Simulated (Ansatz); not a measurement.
The parent structure is ZnTe in the zinc blende structure (space group F-43m, No. 216; a = 6.179 Å).

Structures relaxed with DFT with PBE, PAW potentials and a 420 eV plane-wave cutoff in Ansatz (an electronic-structure program), no spin-orbit coupling, earlier PAW set.

Base:

Simulated powder pattern, Cu Kα, λ = 1.54184 Å (kinematic, ideal powder, no thermal factors, no anomalous dispersion; the 10 strongest lines at most, above 2 %, up to 2θ = 90°):

```json
[
 {"2θ (°)": "24.96", "I/Imax (%)": "100", "hkl": "(111)"},
 {"2θ (°)": "28.90", "I/Imax (%)": "6.7", "hkl": "(200)"},
 {"2θ (°)": "41.33", "I/Imax (%)": "72", "hkl": "(220)"},
 {"2θ (°)": "48.89", "I/Imax (%)": "47", "hkl": "(311)"},
 {"2θ (°)": "59.87", "I/Imax (%)": "12", "hkl": "(400)"},
 {"2θ (°)": "65.89", "I/Imax (%)": "19", "hkl": "(331)"},
 {"2θ (°)": "67.83", "I/Imax (%)": "2.5", "hkl": "(420)"},
 {"2θ (°)": "75.35", "I/Imax (%)": "24", "hkl": "(422)"},
 {"2θ (°)": "80.82", "I/Imax (%)": "14", "hkl": "(511)"},
 {"2θ (°)": "89.78", "I/Imax (%)": "7.7", "hkl": "(440)"}
]
```

It is then changed as follows: the cell is scaled by 1.0134 in all directions, atoms relaxed at fixed cell.

### Question
Where do the lines fall after the change?

### Answer

Simulated powder pattern, Cu Kα, λ = 1.54184 Å (kinematic, ideal powder, no thermal factors, no anomalous dispersion; the 10 strongest lines at most, above 2 %, up to 2θ = 90°):

```json
[
 {"2θ (°)": "24.62", "I/Imax (%)": "100", "hkl": "(111)"},
 {"2θ (°)": "28.51", "I/Imax (%)": "6.7", "hkl": "(200)"},
 {"2θ (°)": "40.76", "I/Imax (%)": "73", "hkl": "(220)"},
 {"2θ (°)": "48.20", "I/Imax (%)": "48", "hkl": "(311)"},
 {"2θ (°)": "59.00", "I/Imax (%)": "12", "hkl": "(400)"},
 {"2θ (°)": "64.91", "I/Imax (%)": "19", "hkl": "(331)"},
 {"2θ (°)": "66.81", "I/Imax (%)": "2.5", "hkl": "(420)"},
 {"2θ (°)": "74.19", "I/Imax (%)": "24", "hkl": "(422)"},
 {"2θ (°)": "79.54", "I/Imax (%)": "14", "hkl": "(333)"},
 {"2θ (°)": "88.28", "I/Imax (%)": "7.7", "hkl": "(440)"}
]
```

The indices refer to the base's conventional cell; one index is shown for lines that coincide.

The cells carry an imposed strain or load. Whether these cells are dynamically stable was not tested.
